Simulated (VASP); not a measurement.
# WS2 under changes of volume

One of the cells (24.596 Å³/atom); the others are scaled copies at fixed shape and fractional positions:

```
W S
1.0
     3.14697    0.00000    0.00000
    -1.57348    2.72536    0.00000
     0.00000    0.00000   34.41363
W S
4 8
Cartesian
  0.0000 1.8169 20.3829
  0.0000 1.8169 7.6965
  1.5735 0.9085 26.7172
  1.5735 0.9085 14.0308
  0.0000 1.8169 28.2844
  0.0000 1.8169 15.5990
  1.5735 0.9085 21.9511
  1.5735 0.9085 9.2650
  0.0000 1.8169 25.1486
  0.0000 1.8169 12.4626
  1.5735 0.9085 18.8146
  1.5735 0.9085 6.1292
```

| Property | Result |
| --- | --- |
| Program | VASP 6.6.1 |
| Functional | PBEsol |
| Potentials or basis | VASP PAW PBE potentials, release 64 (W_sv, S) |
| Cutoff | 520 eV |
| k mesh | 8 × 8 × 1 |
| Occupations | gaussian, width 0.02 eV |
| Spin | no spin polarisation |

| volume (Å³/atom) | energy over the lowest point (meV/atom) | largest force (eV/Å) |
| --- | --- | --- |
| 23.612 | 16.19 | 0.802 |
| 24.104 | 3.93 | 0.386 |
| 24.596 | 0.00 | 0.003 |
| 25.088 | ? | ? |
| 25.580 | 13.78 | 0.683 |

Task: What does the run at 25.088 Å³/atom give?

Result: Energy over the lowest point 3.53 meV/atom; largest force 0.354 eV/Å.

Worked out: A Birch-Murnaghan fit of order 2 (a polynomial in V^(-2/3)) to the other rows has its minimum at 24.60 Å³/atom with B0 = V·E''(V) = 122 GPa at fixed shape and positions, which overstates the stiffness. It gives 3.50 meV/atom at 25.088 Å³/atom, against the run's 3.53.

Energies are extrapolated to zero smearing.

Caveats: the PAW data sets were made with another functional, which shifts forces and pressure a little.
